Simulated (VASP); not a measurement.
# Zn4H (Pm-3m) in VASP: further runs, part 2 of 2

VASP 6.6.1. Earlier steps stand in the parts before.

## 3. Relaxation of cell and atoms, RPBE

INCAR reads:

```
ALGO = Normal
EDIFF = 1E-7
EDIFFG = -0.01
ENCUT = 600
GGA = RP
IBRION = 2
ISIF = 3
ISMEAR = 0
LASPH = True
LCHARG = False
LREAL = False
LWAVE = False
NELM = 60
NSW = 40
PREC = Accurate
SIGMA = 0.05
```

KPOINTS reads:

```
k-points
0
Gamma
  7 7 7
```

POSCAR reads:

```
Zn4H
1.0
    3.8972268400      0.0000000000      0.0000000000
    0.0000000000      3.8972268400      0.0000000000
    0.0000000000      0.0000000000      3.8972268400
Zn H
4 1
Direct
    0.0000000000      0.5000000000      0.5000000000
    0.5000000000      0.5000000000      0.0000000000
    0.5000000000      0.0000000000      0.5000000000
    0.0000000000      0.0000000000      0.0000000000
    0.5000000000      0.5000000000      0.5000000000
```

Potentials or basis: VASP PAW PBE potentials, release 64 (Zn, H).

The run is started by

```
> cat potpaw_PBE.64/Zn/POTCAR potpaw_PBE.64/H/POTCAR > POTCAR
> mpirun -np 1 vasp_std > vasp.out
```

OUTCAR:

```text
EDIFF = 1E-7
   EDIFFG = -0.01
   ENCUT = 600
   GGA = RP
   IBRION = 2
   ISIF = 3
   ISMEAR = 0
   LASPH = True
   LREAL = False
   NELM = 60
   NSW = 40
   PREC = Accurate

 ion  position               nearest neighbor table
   1  0.000  0.500  0.500-   5 1.95   5 1.95   4 2.76   2 2.76   2 2.76   4 2.76   3 2.76   4 2.76
                             4 2.76   2 2.76   3 2.76   3 2.76   2 2.76   3 2.76
   2  0.500  0.500  0.000-   5 1.95   5 1.95   4 2.76   1 2.76   1 2.76   3 2.76   3 2.76   3 2.76
                             4 2.76   3 2.76   1 2.76   4 2.76   1 2.76   4 2.76
   3  0.500  0.000  0.500-   5 1.95   5 1.95   4 2.76   1 2.76   2 2.76   4 2.76   1 2.76   2 2.76
                             2 2.76   2 2.76   1 2.76   4 2.76   4 2.76   1 2.76
   4  0.000  0.000  0.000-   1 2.76   2 2.76   3 2.76   1 2.76   3 2.76   1 2.76   2 2.76   1 2.76
                             2 2.76   3 2.76   3 2.76   2 2.76
   5  0.500  0.500  0.500-   1 1.95   2 1.95   3 1.95   2 1.95   3 1.95   1 1.95

  LATTYP: Found a simple cubic cell.
 ALAT       =     3.8972268400

  Lattice vectors:

 A1 = (   3.8972268400,   0.0000000000,   0.0000000000)
 A2 = (   0.0000000000,   3.8972268400,   0.0000000000)
 A3 = (   0.0000000000,   0.0000000000,   3.8972268400)

Analysis of symmetry for initial positions (statically):
=====================================================================
 Subroutine PRICEL returns:
 Original cell was already a primitive cell.

 Routine SETGRP: Setting up the symmetry group for a
 simple cubic supercell.

 Subroutine GETGRP returns: Found 48 space group operations
 (whereof 48 operations were pure point group operations)
 out of a pool of 48 trial point group operations.

The static configuration has the point symmetry O_h .

Analysis of symmetry for dynamics (positions and initial velocities):
=====================================================================
 Subroutine PRICEL returns:
 Original cell was already a primitive cell.

 Routine SETGRP: Setting up the symmetry group for a
 simple cubic supercell.

 Subroutine GETGRP returns: Found 48 space group operations
 (whereof 48 operations were pure point group operations)
 out of a pool of 48 trial point group operations.

The dynamic configuration has the point symmetry O_h .

 Subroutine INISYM returns: Found 48 space group operations
 (whereof 48 operations are pure point group operations),
 and found     1 'primitive' translations

----------------------------------------------------------------------------------------

                                     Primitive cell

  volume of cell :      59.1926

  direct lattice vectors                    reciprocal lattice vectors
     3.897226840  0.000000000  0.000000000     0.256592711  0.000000000  0.000000000
     0.000000000  3.897226840  0.000000000     0.000000000  0.256592711  0.000000000
     0.000000000  0.000000000  3.897226840     0.000000000  0.000000000  0.256592711

  length of vectors
     3.897226840  3.897226840  3.897226840     0.256592711  0.256592711  0.256592711

  position of ions in fractional coordinates (direct lattice)
     0.000000000  0.500000000  0.500000000
     0.500000000  0.500000000  0.000000000
     0.500000000  0.000000000  0.500000000
     0.000000000  0.000000000  0.000000000
     0.500000000  0.500000000  0.500000000

  ion indices of the primitive-cell ions
   primitive index   ion index
                 1           1
                 2           2
                 3           3
                 4           4
                 5           5

----------------------------------------------------------------------------------------

 KPOINTS: k-points

Automatic generation of k-mesh.
 Grid dimensions read from file:
 generate k-points for:    7    7    7

 Generating k-lattice:

  Cartesian coordinates                     Fractional coordinates (reciprocal lattice)
     0.036656102  0.000000000  0.000000000     0.142857143  0.000000000  0.000000000
     0.000000000  0.036656102  0.000000000     0.000000000  0.142857143  0.000000000
     0.000000000  0.000000000  0.036656102     0.000000000  0.000000000  0.142857143

  Length of vectors
     0.036656102  0.036656102  0.036656102

  Shift w.r.t. Gamma in fractional coordinates (k-lattice)
     0.000000000  0.000000000  0.000000000

 Subroutine IBZKPT returns following result:
 ===========================================

 Found     20 irreducible k-points:

 Following reciprocal coordinates:
            Coordinates               Weight
  0.000000  0.000000  0.000000      1.000000
  0.142857  0.000000  0.000000      6.000000
  0.285714  0.000000  0.000000      6.000000
  0.428571  0.000000  0.000000      6.000000
  0.142857  0.142857  0.000000     12.000000
  0.285714  0.142857  0.000000     24.000000
[... 12 lines left out ...]
  0.428571  0.428571  0.285714     24.000000
  0.428571  0.428571  0.428571      8.000000
   k-points           NKPTS =     20   k-points in BZ     NKDIM =     20   number of bands    NBANDS=     29
   number of dos      NEDOS =    301   number of ions     NIONS =      5
   total plane-waves  NPLWV =  32768
   dimension x,y,z NGX =    32 NGY =   32 NGZ =   32
   dimension x,y,z NGXF=    64 NGYF=   64 NGZF=   64
   ions per type =               4   1
   NGX,Y,Z   is equivalent  to a cutoff of  13.65, 13.65, 13.65 a.u.
   NGXF,Y,Z  is equivalent  to a cutoff of  27.30, 27.30, 27.30 a.u.
 SYSTEM =  unknown system
   PREC   = accura    normal or accurate (medium, high low for compatibility)
   ISTART =      0    job   : 0-new  1-cont  2-samecut
   ICHARG =      2    charge: 1-file 2-atom 10-const
   ISPIN  =      1    spin polarized calculation?
   LNONCOLLINEAR =      F non collinear calculations
   LSORBIT =      F    spin-orbit coupling
   LASPH  =      T    aspherical Exc in radial PAW
   ENCUT  =  600.0 eV  44.10 Ry    6.64 a.u.   7.78  7.78  7.78*2*pi/ulx,y,z
   NELM   =     60;   NELMIN=  2; NELMDL= -5     # of ELM steps
   EDIFF  = 0.1E-06   stopping-criterion for ELM
   LREAL  =      F    real-space projection
   EDIFFG = -.1E-01   stopping-criterion for IOM
   NSW    =     40    number of steps for IOM
   IBRION =      2    ionic relax: 0-MD 1-quasi-New 2-CG
   NFREE  =      1    steps in history (QN), initial steepest desc. (CG)
   ISIF   =      3    stress and relaxation
   ISYM   =      2    0-nonsym 1-usesym 2-fastsym
   POTIM  = 0.5000    time-step for ionic-motion
   TEBEG  =    0.0;   TEEND  =   0.0 temperature during run
   PSTRESS=    0.0 pullay stress
   NELECT =      49.0000    total number of electrons
   NUPDOWN=      -1.0000    fix difference up-down
   EMIN   =  10.00;   EMAX   =-10.00  energy-range for DOS
   EFERMI =   0.00;   METHOD = LEGACY
   ISMEAR =     0;   SIGMA  =   0.05  broadening in eV -4-tet -1-fermi 0-gaus
   EFERMI_NEDOS =   21; number of points for ismear=-14 and -15
   IALGO  =     38    algorithm
   IMIX   =      4    mixing-type and parameters
     AMIX     =   0.40;   BMIX     =  1.00
     AMIX_MAG =   1.60;   BMIX_MAG =  1.00
  volume/ion in A,a.u.               =      11.84        79.89
  Fermi-wavevector in a.u.,A,eV,Ry     =   1.537156  2.904803 32.148491  2.362847
  Thomas-Fermi vector in A             =   2.643704
   LORBIT       =      0    0 simple, 1 ext, 2 COOP (PROOUT), +10 PAW based schemes
   GGA     = RP    functional components
   LHFCALC =     F    Hartree Fock is set to
   AEXX    =    0.0000 exact exchange contribution
   IVDW    =     0    specifies the selected vdW correction
   LEPSILON=     F    determine dielectric tensor
   LRPA    =     F    only Hartree local field effects (RPA)
 conjugate gradient relaxation of ions
 non-spin polarized calculation
 Gauss-broadening in eV      SIGMA  =   0.05
  energy-cutoff  :      600.00
  volume of cell :       59.19
 maximum number of plane-waves:      1991
 NGX is ok and might be reduce to    32
   NGX = 15   NGY = 15   NGZ = 15

--------------------------------------- Ionic step        1  -------------------------------------------

 number of electron      48.9999967 magnetization

 Free energy of the ion-electron system (eV)
  ---------------------------------------------------
  ext. energy  EPLUGINS =         0.00000000
  ---------------------------------------------------
  free energy    TOTEN  =        -4.57431689 eV

  energy without entropy =       -4.57171383  energy(sigma->0) =       -4.57301536

------------------------ aborting loop because EDIFF is reached ----------------------------------------

  FORCE on cell =-STRESS in cart. coord.  units (eV):
  Direction    XX          YY          ZZ          XY          YZ          ZX
  --------------------------------------------------------------------------------------
  -------------------------------------------------------------------------------------
  Total        4.9099991      4.9099991      4.9099991      0.0000000      0.0000000     -0.0000000
  in kB      132.8999867    132.8999867    132.8999867      0.0000000      0.0000000     -0.0000000
  external PRESSURE =     132.8999867 kB  Pullay stress =       0.0000000 kB
[... 104 lines left out ...]
--------------------------------------- Ionic step        4  -------------------------------------------

 number of electron      48.9999888 magnetization

 Free energy of the ion-electron system (eV)
  ---------------------------------------------------
  ext. energy  EPLUGINS =         0.00000000
  ---------------------------------------------------
  free energy    TOTEN  =        -4.94266627 eV

  energy without entropy =       -4.94122428  energy(sigma->0) =       -4.94194527

 E-fermi :   2.7163     XC(G=0): -10.9421

 val. band max:        2.6517325316   @ k =   0.2857   0.2857   0.1429
 cond. band min:       2.7203348319   @ k =   0.1429   0.1429   0.0000
 fundamental gap:      0.0686023003
 Fermi energy:         2.7162793287

 k-point     1 :       0.0000    0.0000    0.0000
  band No.  band energies     occupation
      1      -7.9366      2.00000
      2      -5.6686      2.00000
      3      -5.2131      2.00000
      4      -5.2131      2.00000
      5      -5.2056      2.00000
      6      -5.2056      2.00000
[... 661 lines left out ...]
  FREE ENERGIE OF THE ION-ELECTRON SYSTEM (eV)
  ---------------------------------------------------
  free  energy   TOTEN  =        -4.9426662714 eV

  energy  without entropy=       -4.9412242755  energy(sigma->0) =       -4.94194527

 reached required accuracy - stopping structural energy minimisation
```

OSZICAR:

```text
N       E                     dE             d eps       ncg     rms          rms(c)
DAV:   1     0.313109226014E+03    0.31311E+03   -0.26637E+04  1160   0.294E+03
DAV:   2     0.135906351068E+02   -0.29952E+03   -0.29123E+03  1160   0.468E+02
DAV:   3    -0.493660405895E+01   -0.18527E+02   -0.18289E+02  1280   0.129E+02
DAV:   4    -0.516822506500E+01   -0.23162E+00   -0.23144E+00  1235   0.149E+01
[... 45 lines left out ...]
DAV:   6    -0.494266804727E+01    0.27100E-05   -0.10143E-05  1582   0.341E-02    0.274E-03
DAV:   7    -0.494266738476E+01    0.66250E-06   -0.27868E-06  1165   0.266E-02    0.181E-03
DAV:   8    -0.494266656656E+01    0.81820E-06   -0.37637E-07  1107   0.712E-03    0.798E-04
DAV:   9    -0.494266621036E+01    0.35620E-06   -0.33539E-08   580   0.313E-03    0.283E-04
DAV:  10    -0.494266627142E+01   -0.61060E-07   -0.18801E-08   580   0.218E-03
   4 F= -.49426663E+01 E0= -.49419453E+01  d E =-.368349E+00
```

Wall time 59 s (1 thread of Intel Xeon 6975P-C (Granite Rapids), shared host); peak memory 0.19 GiB.

Results:

```yaml
Free_energy: -4.9427 eV
Relaxed_volume: 13.94 Å³/atom
Relaxed_cell: a = 4.115 Å, b = 4.115 Å, c = 4.115 Å, α = 90.00°, β = 90.00°, γ = 90.00°
Space_group_after_relaxing_to_0.05_Å: Pm-3m (No. 221)
Energy_gained_by_relaxing: 73.7 meV/atom
Ionic_steps: 4
Pressure_after_relaxing: 0.0 GPa
Band_gap_on_the_k_mesh: none (metal or under the smearing width)
```

The path:
```
step  energy change (eV)  largest force (eV/Å)  pressure (GPa)  volume (Å³)
   1              0.0000                0.0000           13.29        59.19
   2             -0.3608                0.0000            1.48        68.01
   3             -0.3673                0.0000           -0.52        70.30
   4             -0.3683                0.0000           -0.01        69.68
```

Final structure:
```yaml
crystal:
  lattice:
    - [4.11509, 0.00000, 0.00000]
    - [0.00000, 4.11509, 0.00000]
    - [0.00000, 0.00000, 4.11509]
  atoms:
    - { symbol: Zn, position: [0.00000, 0.50000, 0.50000] }
    - { symbol: Zn, position: [0.50000, 0.50000, 0.00000] }
    - { symbol: Zn, position: [0.50000, 0.00000, 0.50000] }
    - { symbol: Zn, position: [0.00000, 0.00000, 0.00000] }
    - { symbol: H, position: [0.50000, 0.50000, 0.50000] }
```

Caveat: the volume moved by over 15 % at a fixed basis, so the end points are rough; the PAW data sets were made with another functional, which shifts forces and pressure a little.

## 4. Relaxation of cell and atoms, vdW-DF-cx

INCAR reads:

```
SYSTEM = Zn4H
PREC     = Accurate       ! precision mode
ENCUT    = 600            ! plane-wave cutoff, eV
EDIFF    = 1E-6           ! SCF threshold, eV
ISMEAR   = -1             ! smearing method
SIGMA    = 0.05           ! smearing width, eV
LREAL    = .FALSE.        ! projectors in reciprocal space
LASPH    = .TRUE.         ! aspherical terms in the spheres
NELM     = 80             ! most SCF steps
ALGO     = Normal         ! electronic algorithm
ISIF     = 3              ! what is computed and relaxed
LWAVE    = .FALSE.        ! write WAVECAR
LCHARG   = .FALSE.        ! write CHGCAR
GGA      = CX             ! functional
LUSE_VDW = .TRUE.       
AGGAC    = 0.0          
IBRION   = 2              ! ionic algorithm
NSW      = 60             ! ionic steps
EDIFFG   = -0.005         ! ionic threshold
```

KPOINTS reads:

```
Automatic mesh
0
G
  7 7 7
  0 0 0
```

POSCAR reads:

```
Zn4H
3.8972
    1.000006886996      0.000000000000      0.000000000000
    0.000000000000      1.000006886996      0.000000000000
    0.000000000000      0.000000000000      1.000006886996
Zn H
4 1
Direct
    0.0000000000      0.5000000000      0.5000000000
    0.5000000000      0.5000000000      0.0000000000
    0.5000000000      0.0000000000      0.5000000000
    0.0000000000      0.0000000000      0.0000000000
    0.5000000000      0.5000000000      0.5000000000
```

The run is started by

```
> cat potpaw_PBE.64/Zn/POTCAR potpaw_PBE.64/H/POTCAR > POTCAR
> mpirun -np 1 vasp_std > vasp.out
```

Run time: 97 s. Hardware: 1 thread of Intel Xeon 6975P-C (Granite Rapids), shared host; peak memory 0.4 GiB.

Results (log left out):

| Item | Value |
| --- | --- |
| Free energy | 5.3958 eV |
| Relaxed volume | 12.67 Å³/atom |
| Relaxed cell | a = 3.987 Å, b = 3.987 Å, c = 3.987 Å, α = 90.00°, β = 90.00°, γ = 90.00° |
| Space group after relaxing (to 0.05 Å) | Pm-3m (No. 221) |
| Energy gained by relaxing | 13.7 meV/atom |
| Ionic steps | 3 |
| Pressure after relaxing | 0.0 GPa |
| Band gap on the k mesh | none (metal or under the smearing width) |

Step by step:
| step | energy change (eV) | largest force (eV/Å) | pressure (GPa) | volume (Å³) |
| --- | --- | --- | --- | --- |
| 1 | 0.0000 | 0.0000 | 5.76 | 59.19 |
| 2 | -0.0678 | 0.0000 | 0.47 | 62.91 |
| 3 | -0.0683 | 0.0000 | -0.03 | 63.37 |

Final structure:
```
Zn H
1.0
     3.98684    0.00000    0.00000
     0.00000    3.98684    0.00000
     0.00000    0.00000    3.98684
Zn H
4 1
Direct
  0.00000 0.50000 0.50000
  0.50000 0.50000 0.00000
  0.50000 0.00000 0.50000
  0.00000 0.00000 0.00000
  0.50000 0.50000 0.50000
```

Levels at points of the mesh, in eV from the Fermi level:
```tsv
k point	band 21	band 22	band 23	band 24	band 25	band 26	band 27	band 28
(0.00, 0.00, 0.00)	-7.00	-1.54	-1.37	-1.37	-1.37	1.24	1.24	7.11
```

Caveat: the PAW data sets were made with another functional, which shifts forces and pressure a little.

## 5. Overview

| level | smearing | gap on the mesh (eV) | pressure (GPa) | relaxed volume (Å³/atom) |
| --- | --- | --- | --- | --- |
| PBE | gaussian 0.05 eV | none | 0.0 | 13.34 |
| RPBE | gaussian 0.05 eV | none | 0.0 | 13.94 |
| vdW-DF-cx | fermi-dirac 0.05 eV | none | 0.0 | 12.67 |

Alike in all rows: task relaxation of cell and atoms; potentials or basis VASP PAW PBE potentials, release 64 (Zn, H); no spin polarisation; cell relaxed; k mesh 7 × 7 × 7; cutoff (eV) 600.

Caveats: the PAW data sets were made with another functional, which shifts forces and pressure a little (some runs); the volume moved by over 15 % at a fixed basis, so the end points are rough (some runs).

Absolute energies hang on the potentials; compare differences alone.
